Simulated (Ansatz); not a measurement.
**CdSe: relaxation of cell and atoms with BLYP**

Crystal: CdSe.

```
Cd Se
1.0
     0.00000    3.07027    3.07027
     3.07027    0.00000    3.07027
     3.07027    3.07027    0.00000
Cd Se
1 1
Cartesian
  0.0000 0.0000 0.0000
  1.5351 1.5351 1.5351
```

Measurements of this composition are mostly on another form, of space group No. 186.

```json
{
 "Program": "Ansatz 0.2.0",
 "Task": "relaxation of cell and atoms",
 "Functional": "BLYP",
 "Potentials or basis": "all-electron LAPW, scalar-relativistic",
 "Basis error allowed": "0.001 eV/atom",
 "k mesh": "8 × 8 × 8",
 "Occupations": "fermi-dirac, width 0.05 eV",
 "Spin": "no spin polarisation"
}
```

```yaml
Relaxed_volume: 31.53 Å³/atom
Relaxed_cell: a = 4.468 Å, b = 4.468 Å, c = 4.468 Å, α = 60.00°, β = 60.00°, γ = 60.00°
Space_group_after_relaxing_to_0.05_Å: F-43m (No. 216)
Energy_gained_by_relaxing: 29.8 meV/atom
Ionic_steps: 5
Pressure_after_relaxing: 0.0 GPa
```

The path:
```tsv
step	energy change (eV)	largest force (eV/Å)	volume (Å³)
1	0.0000	0.0000	57.88
2	-0.0567	0.0000	64.31
3	-0.0596	0.0000	63.24
4	-0.0596	0.0000	63.06
5	-0.0596	0.0000	63.06
```

Final structure:
```
Cd Se
1.0
     0.00000    3.15925    3.15925
     3.15925    0.00000    3.15925
     3.15925    3.15925    0.00000
Cd Se
1 1
Direct
  0.00000 0.00000 0.00000
  0.25000 0.25000 0.25000
```

It took 45 s on 1 thread of Arm Neoverse V2, with other jobs on the host, peak memory 0.31 GiB.
